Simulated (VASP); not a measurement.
# TiTe2 (P-3m1) in VASP: single point with PBE+D3(BJ)

Aim: the single point of TiTe2 with PBE+D3(BJ).

Everything below comes from runs of VASP 6.6.1. Logs are shortened: lines on timing, memory, paths and dates and some standing lists are left out, and cuts for length are marked.

### Step 1. Starting point

The structure is trigonal, space group P-3m1 (No. 164). Conventional cell: a = 3.777 Å, b = 3.777 Å, c = 6.498 Å, α = 90.00°, β = 90.00°, γ = 120.00°. Ti (site symmetry -3m) is surrounded by 6 Te at 2.77 Å. Te (site symmetry 3m) is surrounded by 3 Ti at 2.77 Å.

### Step 2. Single point, PBE+D3(BJ)

The input, INCAR:

```
SYSTEM = TiTe2
PREC = Accurate
ENCUT = 520
EDIFF = 1E-6
ISMEAR = 0
SIGMA = 0.1
LREAL = .FALSE.
LASPH = .TRUE.
NELM = 80
ALGO = Normal
ISIF = 2
LWAVE = .FALSE.
LCHARG = .TRUE.
GGA = PE
IVDW = 12
LELF = .TRUE.
LVHAR = .TRUE.
NBANDS = 19
```

The input, KPOINTS:

```
regular mesh
0
G
  6 6 4
  0 0 0
```

The input, POSCAR:

```
TiTe2
1.0
    3.7770008876      0.0000000000      0.0000000000
   -1.8885004438      3.2709787188      0.0000000000
    0.0000000000      0.0000000000      6.4980000000
Ti Te
1 2
Direct
    0.0000000000      0.0000000000      0.0000000000
    0.6666666667      0.3333333333      0.2628000000
    0.3333333333      0.6666666667      0.7372000000
```

Potentials or basis: VASP PAW PBE potentials, release 64 (Ti_sv, Te).

Run with:

```console
$ cat potpaw_PBE.64/Ti_sv/POTCAR potpaw_PBE.64/Te/POTCAR > POTCAR
$ mpirun -np 1 vasp_std > vasp.out
```

OUTCAR:

```text
SYSTEM = TiTe2
   PREC = Accurate
   ENCUT = 520
   EDIFF = 1E-6
   ISMEAR = 0
   LREAL = .FALSE.
   LASPH = .TRUE.
   NELM = 80
   ISIF = 2
   GGA = PE
   IVDW = 12
 IVDW          = 12

 ion  position               nearest neighbor table
   1  0.000  0.000  0.000-   2 2.77   3 2.77   2 2.77   3 2.77   2 2.77   3 2.77
   2  0.667  0.333  0.263-   1 2.77   1 2.77   1 2.77
   3  0.333  0.667  0.737-   1 2.77   1 2.77   1 2.77

  LATTYP: Found a hexagonal cell.
 ALAT       =     3.7770008876
 C/A-ratio  =     1.7204126219

  Lattice vectors:

 A1 = (   3.7770008876,   0.0000000000,   0.0000000000)
 A2 = (  -1.8885004438,   3.2709787188,   0.0000000000)
 A3 = (   0.0000000000,   0.0000000000,   6.4980000000)

Analysis of symmetry for initial positions (statically):
=====================================================================
 Subroutine PRICEL returns:
 Original cell was already a primitive cell.

 Routine SETGRP: Setting up the symmetry group for a
 hexagonal supercell.

 Subroutine GETGRP returns: Found 12 space group operations
 (whereof 12 operations were pure point group operations)
 out of a pool of 24 trial point group operations.

The static configuration has the point symmetry D_3d.

Analysis of symmetry for dynamics (positions and initial velocities):
=====================================================================
 Subroutine PRICEL returns:
 Original cell was already a primitive cell.

 Routine SETGRP: Setting up the symmetry group for a
 hexagonal supercell.

 Subroutine GETGRP returns: Found 12 space group operations
 (whereof 12 operations were pure point group operations)
 out of a pool of 24 trial point group operations.

The dynamic configuration has the point symmetry D_3d.

 Subroutine INISYM returns: Found 12 space group operations
 (whereof 12 operations are pure point group operations),
 and found     1 'primitive' translations

----------------------------------------------------------------------------------------

                                     Primitive cell

  volume of cell :      80.2795

  direct lattice vectors                    reciprocal lattice vectors
     3.777000888  0.000000000  0.000000000     0.264760330  0.152859448  0.000000000
    -1.888500444  3.270978719  0.000000000     0.000000000  0.305718895  0.000000000
     0.000000000  0.000000000  6.498000000     0.000000000  0.000000000  0.153893506

  length of vectors
     3.777000888  3.777000888  6.498000000     0.305718895  0.305718895  0.153893506

  position of ions in fractional coordinates (direct lattice)
     0.000000000  0.000000000  0.000000000
     0.666666667  0.333333333  0.262800000
     0.333333333  0.666666667  0.737200000

  ion indices of the primitive-cell ions
   primitive index   ion index
                 1           1
                 2           2
                 3           3

----------------------------------------------------------------------------------------

 KPOINTS: regular mesh

Automatic generation of k-mesh.
 Grid dimensions read from file:
 generate k-points for:    6    6    4

 Generating k-lattice:

  Cartesian coordinates                     Fractional coordinates (reciprocal lattice)
     0.044126722  0.025476575  0.000000000     0.166666667  0.000000000  0.000000000
     0.000000000  0.050953149  0.000000000     0.000000000  0.166666667  0.000000000
     0.000000000  0.000000000  0.038473376     0.000000000  0.000000000  0.250000000

  Length of vectors
     0.050953149  0.050953149  0.038473376

  Shift w.r.t. Gamma in fractional coordinates (k-lattice)
     0.000000000  0.000000000  0.000000000

 Subroutine IBZKPT returns following result:
 ===========================================

 Found     24 irreducible k-points:

 Following reciprocal coordinates:
            Coordinates               Weight
  0.000000  0.000000  0.000000      1.000000
  0.166667  0.000000  0.000000      6.000000
  0.333333  0.000000  0.000000      6.000000
  0.500000  0.000000  0.000000      3.000000
  0.166667  0.166667  0.000000      6.000000
  0.333333  0.166667  0.000000     12.000000
[... 16 lines left out ...]
  0.333333  0.166667  0.500000     12.000000
  0.333333  0.333333  0.500000      2.000000
   k-points           NKPTS =     24   k-points in BZ     NKDIM =     24   number of bands    NBANDS=     19
   number of dos      NEDOS =    301   number of ions     NIONS =      3
   total plane-waves  NPLWV =  37632
   dimension x,y,z NGX =    28 NGY =   28 NGZ =   48
   dimension x,y,z NGXF=    56 NGYF=   56 NGZF=   96
   ions per type =               1   2
   NGX,Y,Z   is equivalent  to a cutoff of  12.32, 12.32, 12.28 a.u.
   NGXF,Y,Z  is equivalent  to a cutoff of  24.65, 24.65, 24.56 a.u.
 SYSTEM =  TiTe2
   PREC   = accura    normal or accurate (medium, high low for compatibility)
   ISTART =      0    job   : 0-new  1-cont  2-samecut
   ICHARG =      2    charge: 1-file 2-atom 10-const
   ISPIN  =      1    spin polarized calculation?
   LNONCOLLINEAR =      F non collinear calculations
   LSORBIT =      F    spin-orbit coupling
   LASPH  =      T    aspherical Exc in radial PAW
   ENCUT  =  520.0 eV  38.22 Ry    6.18 a.u.   7.02  7.02 12.08*2*pi/ulx,y,z
   NELM   =     80;   NELMIN=  2; NELMDL= -5     # of ELM steps
   EDIFF  = 0.1E-05   stopping-criterion for ELM
   LREAL  =      F    real-space projection
   EDIFFG = 0.1E-04   stopping-criterion for IOM
   NSW    =      0    number of steps for IOM
   IBRION =     -1    ionic relax: 0-MD 1-quasi-New 2-CG
   NFREE  =      0    steps in history (QN), initial steepest desc. (CG)
   ISIF   =      2    stress and relaxation
   ISYM   =      2    0-nonsym 1-usesym 2-fastsym
   POTIM  = 0.5000    time-step for ionic-motion
   TEBEG  =    0.0;   TEEND  =   0.0 temperature during run
   PSTRESS=    0.0 pullay stress
   NELECT =      24.0000    total number of electrons
   NUPDOWN=      -1.0000    fix difference up-down
   EMIN   =  10.00;   EMAX   =-10.00  energy-range for DOS
   EFERMI =   0.00;   METHOD = LEGACY
   ISMEAR =     0;   SIGMA  =   0.10  broadening in eV -4-tet -1-fermi 0-gaus
   EFERMI_NEDOS =   21; number of points for ismear=-14 and -15
   IALGO  =     38    algorithm
   IMIX   =      4    mixing-type and parameters
     AMIX     =   0.40;   BMIX     =  1.00
     AMIX_MAG =   1.60;   BMIX_MAG =  1.00
  volume/ion in A,a.u.               =      26.76       180.58
  Fermi-wavevector in a.u.,A,eV,Ry     =   1.094655  2.068597 16.303433  1.198269
  Thomas-Fermi vector in A             =   2.230963
   LORBIT       =      0    0 simple, 1 ext, 2 COOP (PROOUT), +10 PAW based schemes
   GGA     = PE    functional components
   LHFCALC =     F    Hartree Fock is set to
   AEXX    =    0.0000 exact exchange contribution
   IVDW    =    12    specifies the selected vdW correction
   LEPSILON=     F    determine dielectric tensor
   LRPA    =     F    only Hartree local field effects (RPA)
 non-spin polarized calculation
 Gauss-broadening in eV      SIGMA  =   0.10
  energy-cutoff  :      520.00
  volume of cell :       80.28
 maximum number of plane-waves:      2181
   NGX = 13   NGY = 13   NGZ = 25

 number of electron      23.9999998 magnetization

 Free energy of the ion-electron system (eV)
  ---------------------------------------------------
  ext. energy  EPLUGINS =         0.00000000
  ---------------------------------------------------
  free energy    TOTEN  =       -16.20631928 eV

  energy without entropy =      -16.19920502  energy(sigma->0) =      -16.20276215

 E-fermi :   6.8118     XC(G=0):  -9.8609

 val. band max:        6.7827158395   @ k =   0.5000   0.0000   0.2500
 cond. band min:       6.8486816007   @ k =   0.5000   0.0000   0.0000
 fundamental gap:      0.0659657612
 Fermi energy:         6.8118314422

 k-point     1 :       0.0000    0.0000    0.0000
  band No.  band energies     occupation
      1     -50.6421      2.00000
      2     -26.8977      2.00000
      3     -26.8977      2.00000
      4     -26.8664      2.00000
      5      -5.5841      2.00000
      6      -4.0815      2.00000
[... 11 lines left out ...]
     18      11.9252      0.00000
     19      12.7559      0.00000

 k-point     2 :       0.1667    0.0000    0.0000
  band No.  band energies     occupation
      1     -50.6414      2.00000
      2     -26.9082      2.00000
      3     -26.9001      2.00000
      4     -26.8640      2.00000
      5      -5.2831      2.00000
      6      -3.9311      2.00000
[... 11 lines left out ...]
     18      12.9126      0.00000
     19      13.7512      0.00000

 k-point     3 :       0.3333    0.0000    0.0000
  band No.  band energies     occupation
      1     -50.6399      2.00000
      2     -26.9290      2.00000
      3     -26.9049      2.00000
      4     -26.8592      2.00000
      5      -4.5043      2.00000
      6      -3.6317      2.00000
[... 11 lines left out ...]
     18      12.3311      0.00000
     19      12.7016      0.00000

 k-point     4 :       0.5000    0.0000    0.0000
  band No.  band energies     occupation
      1     -50.6392      2.00000
      2     -26.9394      2.00000
      3     -26.9073      2.00000
      4     -26.8567      2.00000
      5      -3.8264      2.00000
      6      -3.6329      2.00000
[... 11 lines left out ...]
     18      12.1591      0.00000
     19      12.4372      0.00000

 k-point     5 :       0.1667    0.1667    0.0000
  band No.  band energies     occupation
      1     -50.6403      2.00000
      2     -26.9218      2.00000
      3     -26.9058      2.00000
      4     -26.8604      2.00000
      5      -4.7391      2.00000
      6      -3.6968      2.00000
[... 11 lines left out ...]
     18      12.9738      0.00000
     19      13.8715      0.00000

 k-point     6 :       0.3333    0.1667    0.0000
  band No.  band energies     occupation
      1     -50.6392      2.00000
      2     -26.9340      2.00000
      3     -26.9128      2.00000
      4     -26.8568      2.00000
      5      -3.9519      2.00000
      6      -3.5180      2.00000
[... 11 lines left out ...]
     18      11.6600      0.00000
     19      13.7650      0.00000

 k-point     7 :       0.3333    0.3333    0.0000
  band No.  band energies     occupation
      1     -50.6388      2.00000
      2     -26.9266      2.00000
      3     -26.9266      2.00000
      4     -26.8556      2.00000
      5      -3.5446      2.00000
      6      -3.5446      2.00000
[... 11 lines left out ...]
     18      10.7657      0.00000
     19      14.9679      0.00000

 k-point     8 :       0.0000    0.0000    0.2500
  band No.  band energies     occupation
      1     -50.6421      2.00000
      2     -26.8977      2.00000
      3     -26.8977      2.00000
      4     -26.8665      2.00000
      5      -5.4233      2.00000
      6      -4.3752      2.00000
[... 256 lines left out ...]
 k-point    20 :       0.3333    0.0000    0.5000
  band No.  band energies     occupation
      1     -50.6399      2.00000
      2     -26.9290      2.00000
      3     -26.9049      2.00000
      4     -26.8592      2.00000
      5      -4.1614      2.00000
      6      -4.0462      2.00000
[... 11 lines left out ...]
     18      11.7285      0.00000
     19      12.1262      0.00000

 k-point    21 :       0.5000    0.0000    0.5000
  band No.  band energies     occupation
      1     -50.6392      2.00000
      2     -26.9394      2.00000
      3     -26.9073      2.00000
      4     -26.8567      2.00000
      5      -3.8435      2.00000
      6      -3.5812      2.00000
[... 11 lines left out ...]
     18      10.9729      0.00000
     19      11.4544      0.00000

 k-point    22 :       0.1667    0.1667    0.5000
  band No.  band energies     occupation
      1     -50.6403      2.00000
      2     -26.9218      2.00000
      3     -26.9058      2.00000
      4     -26.8604      2.00000
      5      -4.2931      2.00000
      6      -4.2584      2.00000
[... 11 lines left out ...]
     18      13.2540      0.00000
     19      13.5201      0.00000

 k-point    23 :       0.3333    0.1667    0.5000
  band No.  band energies     occupation
      1     -50.6392      2.00000
      2     -26.9340      2.00000
      3     -26.9128      2.00000
      4     -26.8568      2.00000
      5      -3.8068      2.00000
      6      -3.6606      2.00000
[... 11 lines left out ...]
     18      11.9806      0.00000
     19      12.4275      0.00000

 k-point    24 :       0.3333    0.3333    0.5000
  band No.  band energies     occupation
      1     -50.6388      2.00000
      2     -26.9265      2.00000
      3     -26.9265      2.00000
      4     -26.8556      2.00000
      5      -3.5361      2.00000
      6      -3.5361      2.00000
[... 11 lines left out ...]
     18      12.4835      0.00000
     19      12.4835      0.00000

------------------------ aborting loop because EDIFF is reached ----------------------------------------

 Edisp (eV)   -1.47475

 E8    (eV) :    -0.6840

  FORCE on cell =-STRESS in cart. coord.  units (eV):
  Direction    XX          YY          ZZ          XY          YZ          ZX
  --------------------------------------------------------------------------------------
  -------------------------------------------------------------------------------------
  Total      -1.16074    -1.16074    -1.09377     0.00000    -0.00000     0.00000
  in kB     -23.16548   -23.16548   -21.82896     0.00000    -0.00000     0.00000
  external pressure =      -22.72 kB  Pullay stress =        0.00 kB

 VOLUME and BASIS-vectors are now :
 -----------------------------------------------------------------------------
  energy-cutoff  :      520.00
  volume of cell :       80.28
      direct lattice vectors                 reciprocal lattice vectors
     3.777000888  0.000000000  0.000000000     0.264760330  0.152859448  0.000000000
    -1.888500444  3.270978719  0.000000000     0.000000000  0.305718895  0.000000000
     0.000000000  0.000000000  6.498000000     0.000000000  0.000000000  0.153893506

 POSITION                                       TOTAL-FORCE (eV/Angst)
 -----------------------------------------------------------------------------------
      0.00000      0.00000      0.00000        -0.000000      0.000000      0.000000
      1.88850      1.09033      1.70767         0.000000     -0.000000     -0.019562
     -0.00000      2.18065      4.79033        -0.000000      0.000000      0.019562
 -----------------------------------------------------------------------------------
    total drift:                                0.000000     -0.000000      0.000000

  FREE ENERGIE OF THE ION-ELECTRON SYSTEM (eV)
  ---------------------------------------------------
  free  energy   TOTEN  =       -17.6810703769 eV

  energy  without entropy=      -17.6739561170  energy(sigma->0) =      -17.67751325
```

Run time: 78 s. Hardware: 1 thread of Intel Xeon Platinum 8375C at 2.90GHz (Ice Lake), shared host; peak memory 0.21 GiB.

Results:

- Free energy: -17.6811 eV
- Pressure: -2.3 GPa
- Largest force: 0.020 eV/Å
- Band gap on the k mesh: none (metal or under the smearing width)
- Dispersion energy per atom: -0.492 eV

Forces in eV/Å, atoms in the order of the input:
```
Ti   0.000  0.000  0.000
Te   0.000  0.000 -0.020
Te   0.000  0.000  0.020
```
